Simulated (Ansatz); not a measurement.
GaN in the h-MgO-type structure (it has left that coordination) was relaxed with 5 functionals in the PAW code Ansatz, cell and atoms free, the symmetry of the start kept (meshes: PBE 12×12×6, r2SCAN 12×12×6, PBEsol 12×12×6, LDA 12×12×6, HSE06 6×6×4). Values at 0 K without nuclear motion; spin polarisation is off, and the phase may be a hypothetical one.

The HSE06 result:
```xyz
4
Lattice="3.3004 0.0000 0.0000 -1.6502 2.8582 0.0000 0.0000 0.0000 4.7448" Properties=species:S:1:pos:R:3 pbc="T T T"
Ga    0.0000    1.9055    1.1862
Ga    1.6502    0.9527    3.5586
N     1.6502    0.9527    1.1862
N     0.0000    1.9055    3.5586
```

It is hexagonal, P6_3/mmc (No. 194); a = 3.300 Å, c = 4.745 Å in the conventional setting, 11.19 Å³ an atom. Ga has 3 N at 1.91 Å; N has 3 Ga at 1.91 Å.

(1) What lattice does r2SCAN give?

(2) What lattice does LDA give?

(3) Held at the r2SCAN cell, what mean stress do LDA and PBE find, and does its sign point to their own minimum?

Answers

(1) a = 3.300 Å, c = 4.756 Å; the volume differs by +0.2 % from HSE06's. Around Ga lie 3 N at 1.91 Å; around N lie 3 Ga at 1.91 Å.

(2) a = 3.276 Å, c = 4.680 Å; the volume differs by -2.8 % from HSE06's. Ga has 3 N at 1.89 Å; N has 3 Ga at 1.89 Å.

(3) Yes. LDA -5.33 GPa, and its relaxed volume is -3.0 % from r2SCAN's; PBE +6.35 GPa, and its relaxed volume is +4.2 % from r2SCAN's. Compression counts positive, so a positive stress asks for a larger cell.
